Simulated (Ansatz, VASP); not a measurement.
## One calculation of Sb, two programs

File INCAR:

```
  PREC = Accurate
  ENCUT = 520
  EDIFF = 1E-6
  ISMEAR = -1
  SIGMA = 0.05
  LREAL = False
  LASPH = True
  NELM = 80
  ALGO = Normal
  ISIF = 2
  LWAVE = False
  LCHARG = False
  GGA = PS
  NBANDS = 18
```

File KPOINTS:

```
regular mesh
0
Gamma
  6 6 4
```

POSCAR

```
Sb
1.0
    4.4665073636      0.0000000000      0.0000000000
    0.0000000000      4.3613480807      0.0000000000
   -1.3026719609      0.0000000000      6.2783327531
Sb
4
Direct
    0.3399300000      0.2500000000      0.6836700000
    0.9366380000      0.7500000000      0.7627580000
    0.0633620000      0.2500000000      0.2372420000
    0.6600700000      0.7500000000      0.3163300000
```

Contents of input.yaml:

```yaml
crystal:
  lattice:
    - [4.4665073636, 0.0, 0.0]
    - [0.0, 4.3613480807, 0.0]
    - [-1.3026719609, 0.0, 6.2783327531]
  atoms:
    - { symbol: Sb, position: [0.33993, 0.25, 0.68367] }
    - { symbol: Sb, position: [0.936638, 0.75, 0.762758] }
    - { symbol: Sb, position: [0.063362, 0.25, 0.237242] }
    - { symbol: Sb, position: [0.66007, 0.75, 0.31633] }
kpoints:
  mp_grid: { grid: [6, 6, 4] }
scf:
  occupations: { method: fermi_dirac, width: 0.05 }
hamiltonian:
  xc: pbesol
  pseudopotentials: { kind: all_electron, lapw: { basis_error: 0.001 } }
output:
  forces: true
  stress: true
  eigenvalues: true
```

Change from the starting cell: volume scaled by 0.96.

Alike in both runs: task single point; functional PBEsol; k mesh 6 × 6 × 4; occupations fermi-dirac, width 0.05 eV; no spin polarisation.

|  | VASP | Ansatz |
| --- | --- | --- |
| version | VASP 6.6.1 | Ansatz 0.2.0 |
| potentials or method | VASP PAW PBE potentials, release 64 (Sb) | all-electron LAPW, scalar-relativistic |
| plane-wave cutoff (eV) | 520 | see its input |

```csv
,VASP,Ansatz,Ansatz less VASP
gap on the k mesh at the Fermi level (eV),none,none,-
pressure (GPa),-0.2,-0.4,-0.16
largest component of the traceless stress (GPa),0.48,0.45,-0.029
rms of the force components (eV/Å),0.144,0.117,-0.0270
```

Atom by atom the forces differ by 0.033 eV/Å (rms over components). A gap of «none» marks a metal or a gap that the smearing closes. Ansatz ran all-electron here, so the differences hold the error of VASP's frozen core and of both bases.

Caveats: the PAW data sets were made with another functional, which shifts forces and pressure a little (VASP). The runs have no spin-orbit coupling, so splittings on Sb are missing.
